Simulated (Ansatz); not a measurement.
# CdS: equation of state

One table from this session's results is given with a row withheld; the runs are named, their logs left out.

Program: Ansatz 0.2.0. Level of theory: DFT PBE, scalar-relativistic. These are calculated values, not measurements.

### The starting structure

It takes space group F-43m (No. 216, cubic). The conventional cell has a = 5.886 Å, b = 5.886 Å, c = 5.886 Å, α = 90.00°, β = 90.00°, γ = 90.00°. Cd (site symmetry -43m) has 4 S at 2.55 Å as nearest neighbours. S (site symmetry -43m) has 4 Cd at 2.55 Å as nearest neighbours.

Structure file:

```xyz
2
Lattice="0.0000 2.9430 2.9430 2.9430 0.0000 2.9430 2.9430 2.9430 0.0000" Properties=species:S:1:pos:R:3 pbc="T T T"
Cd    0.0000    0.0000    0.0000
S     4.4144    4.4144    4.4144
```

The cell is one relaxed in the Materials Project, used as it stands.

Atoms are numbered in the order of the input: Cd1, S2.

Set-up of the first run:

input.yaml reads:

```yaml
crystal:
  lattice:
    - [0.0, 2.9031789477, 2.9031789477]
    - [2.9031789477, 0.0, 2.9031789477]
    - [2.9031789477, 2.9031789477, 0.0]
  atoms:
    - { symbol: Cd, position: [0.0, 0.0, 0.0] }
    - { symbol: S, position: [0.75, 0.75, 0.75] }
kpoints:
  mp_grid: { grid: [7, 7, 7] }
scf:
  occupations: { method: fermi_dirac, width: 0.02 }
hamiltonian:
  xc: pbe
  pseudopotentials: { kind: all_electron, lapw: { basis_error: 0.0005 } }
output:
  forces: true
  stress: true
  eigenvalues: true
```

Launch:

```
ansatz run input.yaml --threads 1 --pin off --max-ram 3072MiB --backend cpu --events-out ev --progress --plain --runs-dir out
```

Among the steps run: Volume × 0.96, LAPW; Volume × 0.96, PAW; Volume × 0.96, crystal datasets; Volume × 0.98, LAPW; Volume × 0.98, PAW; Volume × 1.02, LAPW; Volume × 1.02, PAW; Volume × 1.04, LAPW; Volume × 1.04, PAW; Volume × 1.04, crystal datasets.

One of the session's tables, all rows but one given; the rest of the session is left out.

| method | volume (Å³/atom) | pressure (GPa) | gap on the k mesh (eV) |
| --- | --- | --- | --- |
| LAPW | 24.469 | 3.82 | 1.17 |
| LAPW | 24.979 | 2.43 | 1.13 |
| LAPW | 25.489 | 1.19 | 1.09 |
| LAPW | 25.999 | 0.08 | 1.04 |
| LAPW | 26.508 | -0.92 | 1.00 |
| PAW | 24.469 | 3.79 | 1.17 |
| PAW | 24.979 | ? | ? |
| PAW | 25.489 | 1.16 | 1.09 |
| PAW | 25.999 | 0.05 | 1.04 |
| PAW | 26.508 | -0.95 | 1.00 |
| crystal datasets | 24.469 | 3.82 | 1.17 |
| crystal datasets | 25.489 | 1.19 | 1.09 |
| crystal datasets | 26.508 | -0.92 | 1.00 |

Q: Estimate the row for PAW, 24.979 from the others.

The run gave: pressure (GPa): 2.40; gap on the k mesh (eV): 1.13. In the column «pressure (GPa)» it lies between crystal datasets, 25.489 (1.19) and LAPW, 24.979 (2.43).

Caveats from the session: These are semilocal Kohn-Sham gaps, which aren't the measured quantity. Warnings in the runs' records: gradients without spin orbit, crystal datasets made.
